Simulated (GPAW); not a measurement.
MgS (Niningerite):

```
S Mg
1.0
     0.00000    2.60165    2.60165
     2.60165    0.00000    2.60165
     2.60165    2.60165    0.00000
S Mg
1 1
Cartesian
  2.6016 2.6016 2.6016
  0.0000 0.0000 0.0000
```

- Program: GPAW 26.7.0
- Task: relaxation of cell and atoms
- Functional: PBEsol
- Dispersion: D4
- Potentials or basis: PAW data sets generated in the run's folder for this functional
- Cutoff: 800 eV
- Basis: pw
- k mesh: 9 × 9 × 9
- Occupations: fermi-dirac, width 0.05 eV
- Spin: no spin polarisation

At the start: pressure -2.3 GPa; volume 17.61 Å³/atom.

Q: How do energy, volume and symmetry change on relaxing?

A: Over 3 steps the energy falls by 3.8 meV/atom and the volume is 17.07 Å³/atom (-3.1 %); space group Fm-3m (No. 225, to 0.05 Å).

The path:
```csv
step,energy change (eV),largest force (eV/Å),pressure (GPa),volume (Å³)
1,0.0000,0.0000,-2.33,35.22
2,-0.0025,0.0000,-1.93,35.03
3,-0.0076,0.0000,0.07,34.14
```

Final structure:
```
CELL_PARAMETERS angstrom
0.00000 2.57479 2.57479
2.57479 0.00000 2.57479
2.57479 2.57479 0.00000
ATOMIC_POSITIONS crystal
S 0.50000 0.50000 0.50000
Mg 0.00000 0.00000 0.00000
```

Caveat: later steps reuse the first step's grids.
